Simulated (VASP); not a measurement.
Li2S: relaxation of cell and atoms with PBEsol

Li2S:

```
Li S
1.0
     0.00000    2.82731    2.82731
     2.82731    0.00000    2.82731
     2.82731    2.82731    0.00000
Li S
2 1
Direct
  0.25000 0.25000 0.25000
  0.75000 0.75000 0.75000
  0.00000 0.00000 0.00000
```

The cell isn't the ideal one: cell and atoms relaxed tightly for response.

| Quantity | Value |
| --- | --- |
| Program | VASP 6.6.1 |
| Task | relaxation of cell and atoms |
| Functional | PBEsol |
| Potentials or basis | VASP PAW PBE potentials, release 64 (Li_sv, S) |
| Cutoff | 600 eV |
| k mesh | 8 × 8 × 8 |
| Occupations | gaussian, width 0.01 eV |
| Spin | no spin polarisation |
| Dipole correction | no |
| Further INCAR settings | ALGO = Normal; EDIFF = 1e-06; IBRION = 2; EDIFFG = -0.001; NSW = 80; ISIF = 3 |

```yaml
Relaxed_volume: 15.06 Å³/atom
Relaxed_cell: a = 3.998 Å, b = 3.998 Å, c = 3.998 Å, α = 60.00°, β = 60.00°, γ = 60.00°
Space_group_after_relaxing_to_0.05_Å: Fm-3m (No. 225)
Energy_gained_by_relaxing: 0.0 meV/atom
Ionic_steps: 5
Pressure_after_relaxing: 0.0 GPa
Band_gap_on_the_k_mesh: 3.20 eV, indirect (least direct gap 4.23 eV)
```

Final structure:
```cif
data_structure
_symmetry_space_group_name_H-M 'P 1'
_symmetry_Int_Tables_number 1
_cell_length_a 3.9977
_cell_length_b 3.9977
_cell_length_c 3.9977
_cell_angle_alpha 60.000
_cell_angle_beta 60.000
_cell_angle_gamma 60.000
_cell_volume 45.18
loop_
_atom_site_label
_atom_site_type_symbol
_atom_site_fract_x
_atom_site_fract_y
_atom_site_fract_z
_atom_site_occupancy
Li1 Li 0.25000 0.25000 0.25000 1
Li2 Li 0.75000 0.75000 0.75000 1
S1 S 0.00000 0.00000 0.00000 1
```

Levels at points of the mesh, in eV from the valence-band top:
| k point | band 3 | band 4 | band 5 | band 6 | band 7 | band 8 | band 9 | band 10 |
| --- | --- | --- | --- | --- | --- | --- | --- | --- |
| (0.00, 0.00, 0.00) | -11.08 | 0.00 | 0.00 | 0.00 | 4.23 | 6.16 | 6.16 | 6.16 |
| (0.50, 0.00, 0.00) | -10.62 | -3.00 | -0.53 | -0.53 | 6.12 | 6.49 | 6.49 | 8.35 |
| (0.50, 0.50, 0.00) | -10.49 | -2.24 | -1.49 | -1.49 | 3.20 | 7.09 | 11.14 | 11.14 |

Run time: 18 s on 1 thread of Intel(R) Xeon(R) Platinum 8559C (Emerald Rapids), with other jobs on the host, peak memory 0.17 GiB.

Caveat: the cutoff is under 1.25 times the usual one of these potentials, so pressure, stress and relaxed cells hold a basis-set (Pulay) error; the PAW data sets were made with another functional, which shifts forces and pressure a little. A k mesh can miss the band edges.
